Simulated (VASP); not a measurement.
## C: phonons with LDA

C:

```
C
1.0
     2.44622    0.00000    0.00000
    -1.22311    2.11849    0.00000
     0.00000    0.00000    6.55060
C
4
Direct
  0.00000 0.00000 0.25000
  0.00000 0.00000 0.75000
  0.33333 0.66667 0.25000
  0.66667 0.33333 0.75000
```

* Program: VASP 6.6.1
* Task: phonons
* Functional: LDA
* Potentials or basis: VASP PAW LDA potentials, release 64 (C)
* Cutoff: 600 eV
* k mesh: 12 × 12 × 4
* Occupations: gaussian, width 0.03 eV
* Spin: no spin polarisation
* By perturbation theory: no
* Further INCAR settings: ALGO = Fast; EDIFF = 1e-08; IBRION = 6; POTIM = 0.015; NSW = 1

- Highest phonon frequency at Γ: 1559 cm⁻¹
- Most unstable mode: 39i cm⁻¹

Phonon frequencies in cm⁻¹ (negative: imaginary):
```
              q point                                   frequencies
(0.000, 0.000, 0.000)  -39 -39 0 0 0 85 872 887 1555 1555 1559 1559
```

Wall time 92 s on 2 MPI ranks on AMD EPYC 9R45 96-Core Processor (Zen 5), with other jobs on the host, peak memory 0.25 GiB a rank.

Caveat: some modes are imaginary.
